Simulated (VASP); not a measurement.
## Bi: single point with PBE+D3(BJ)

Bi:

```
Bi
1.0
    -4.08718    4.08718    1.43056
     4.08718   -4.08718    1.43056
     4.08718    4.08718   -1.43056
Bi
1
Direct
  0.00000 0.00000 0.00000
```

The cell isn't the ideal one: strain -0.040 along x and y, +0.000 along z, atoms carried along.

```
Program             : VASP 6.6.1
Task                : single point
Functional          : PBE
Dispersion          : D3(BJ)
Potentials or basis : VASP PAW PBE potentials, release 64 (Bi_d)
Cutoff              : 520 eV
k mesh              : 10 × 10 × 10
Occupations         : gaussian, width 0.05 eV
Spin                : no spin polarisation
```

| Quantity | Value |
| --- | --- |
| Pressure | -0.5 GPa |
| Band gap on the k mesh | none (metal or under the smearing width) |
| Dispersion energy per atom | -0.137 eV |

Stress tensor (GPa, compression positive):
```
-0.63  0.00  0.00
 0.00 -0.63  0.00
 0.00  0.00 -0.15
```

Levels at points of the mesh, in eV from the Fermi level:
| k point | band 4 | band 5 | band 6 | band 7 | band 8 | band 9 | band 10 | band 11 | band 12 | band 13 |
| --- | --- | --- | --- | --- | --- | --- | --- | --- | --- | --- |
| (0.00, 0.00, 0.00) | -22.59 | -22.59 | -11.92 | -1.45 | -1.45 | 2.69 | 4.57 | 7.47 | 8.12 | 8.12 |
| (0.50, 0.00, 0.00) | -22.67 | -22.40 | -8.22 | -3.95 | 1.73 | 1.75 | 5.92 | 6.15 | 8.16 | 9.23 |
| (0.50, 0.50, 0.00) | -22.59 | -22.59 | -11.90 | -1.92 | -1.40 | 3.82 | 5.15 | 5.87 | 7.97 | 8.00 |
| (0.50, 0.50, 0.50) | -22.59 | -22.59 | -11.89 | -1.84 | -1.84 | 3.81 | 6.79 | 6.79 | 7.46 | 8.62 |

Wall time 120 s on 1 thread of Intel(R) Xeon(R) 6975P-C (Granite Rapids) (shared host), peak memory 0.39 GiB.

Caveat: spin-orbit coupling is left out, which moves the levels of the heavy elements; pairwise dispersion overbinds metals, which lowers pressure and volume.
